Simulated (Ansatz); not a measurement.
# C: substituted relatives

An exercise on one series of results from a longer session: the logs are not shown, and one member is left open.

Computed with Ansatz 0.2.0 (DFT PBE+D3(BJ), scalar-relativistic, plane waves, PAW, unless a step's input says otherwise).

6 further runs of the same task are left out: 6 set aside as unsound or not needed.

### The starting structure

Symmetry: P6/mmm, No. 191, hexagonal system. The conventional cell has a = 2.465 Å, b = 2.465 Å, c = 3.567 Å, α = 90.00°, β = 90.00°, γ = 120.00°. C (site symmetry -6m2) has 3 C at 1.42 Å as nearest neighbours.

As a file:

```cif
data_structure
_symmetry_space_group_name_H-M 'P 1'
_symmetry_Int_Tables_number 1
_cell_length_a 2.4647
_cell_length_b 2.4647
_cell_length_c 3.5674
_cell_angle_alpha 90.000
_cell_angle_beta 90.000
_cell_angle_gamma 120.000
_cell_volume 18.77
loop_
_atom_site_label
_atom_site_type_symbol
_atom_site_fract_x
_atom_site_fract_y
_atom_site_fract_z
_atom_site_occupancy
C1 C 0.33333 0.66667 0.00000 1
C2 C 0.66667 0.33333 0.00000 1
```

It goes back to an entry of the Materials Project, which need not be the stable form.

This cell was relaxed beforehand with the same method: volume 9.38 Å³/atom, gap on the mesh none (metal).

Set-up of the first run:

Input file input.yaml:

```yaml
crystal:
  lattice:
    - [3.2916078481, 0.0, 0.0]
    - [-1.6458039241, 2.8506160158, 0.0]
    - [0.0, 0.0, 4.7642258215]
  atoms:
    - { symbol: Ge, position: [0.3333333333, 0.6666666667, 0.0] }
    - { symbol: Ge, position: [0.6666666667, 0.3333333333, 0.0] }
basis:
  ecutwfc: 420
kpoints:
  mp_grid: { grid: [6, 6, 4] }
hamiltonian:
  xc: pbe
  dispersion: d3bj
scf:
  occupations: { method: gaussian, width: 0.1 }
output:
  forces: true
  stress: true
  eigenvalues: true
```

Command:

```bash
ansatz run input.yaml --threads 1 --pin off --max-ram 2560MiB --backend cpu --events-out ev --progress --plain --runs-dir out
```

Steps of the session up to this table: Probe: one point at the start (Ge); Rough relaxation on the coarse mesh (Ge); Relaxing cell and atoms (Ge); Second relaxation, mesh chosen anew (Ge).

One of the session's tables, all rows but one given; the rest of the session is left out.

Lengths are those of the vectors of the cell that was run:

| swap | volume (Å³/atom) | a (Å) | b (Å) | c (Å) |
| --- | --- | --- | --- | --- |
| none | 9.38 | 2.465 | 2.465 | 3.567 |
| C → Si | 18.87 | 4.080 | 4.080 | 2.618 |
| C → Sn | 34.22 | 5.050 | 5.050 | 3.099 |
| C → B | 7.43 | 2.993 | 2.993 | 1.916 |
| C → Pb | ? | ? | ? | ? |
| C → Ge | 22.78 | 4.377 | 4.377 | 2.746 |

**Question.** Estimate the row for C → Pb.

As computed: volume (Å³/atom): 39.87; a (Å): 5.374; b (Å): 5.374; c (Å): 3.188. In the column «volume (Å³/atom)» it is the highest.

Lengths are those of the computed cell. Rows of earlier swaps come from the sessions before.
